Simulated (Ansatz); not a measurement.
Rows from a G0W0 calculation on MgO (Periclase) (Ansatz 0.2.0; G0W0 on PBE, plane waves, PAW; 6×6×6 mesh, 55 empty bands, screening to 120 eV, plasmon pole), in eV. Spin-orbit coupling is left out.

The database entry behind the starting cell differs from later determinations by our own check (about 0.1 % long), so it need not match the best structure at ambient conditions.

| row | k | band | start | Σx | Σc at the solution | Vxc |
| --- | --- | --- | --- | --- | --- | --- |
| A | Γ | c1 | 12.801 | -10.032 | -3.635 | -14.772 |
| B | Γ | v1 | 8.092 | -26.429 | 4.314 | -20.910 |
| C | Γ | c2 | 23.893 | -3.677 | -4.727 | -9.558 |

Question: Work out each quasiparticle level and how far it moved.

The quasiparticle equation reads E = start + Σx + Σc(E) − Vxc.

| row | E (eV) | shift (eV) |
| --- | --- | --- |
| A | 13.906 | +1.105 |
| B | 6.887 | −1.206 |
| C | 25.047 | +1.154 |

Limits: not at the basis limit.

[Runs of the session that timed out or met a known fault of the program may be left out.]

[Cells called generated may have been cut or substituted from an entry of the Crystallography Open Database or the Materials Project.]

[Hosts, paths, dates, database ids (printed as entryN), source tags and the programs' standing remarks are cut or masked in the printed files.]
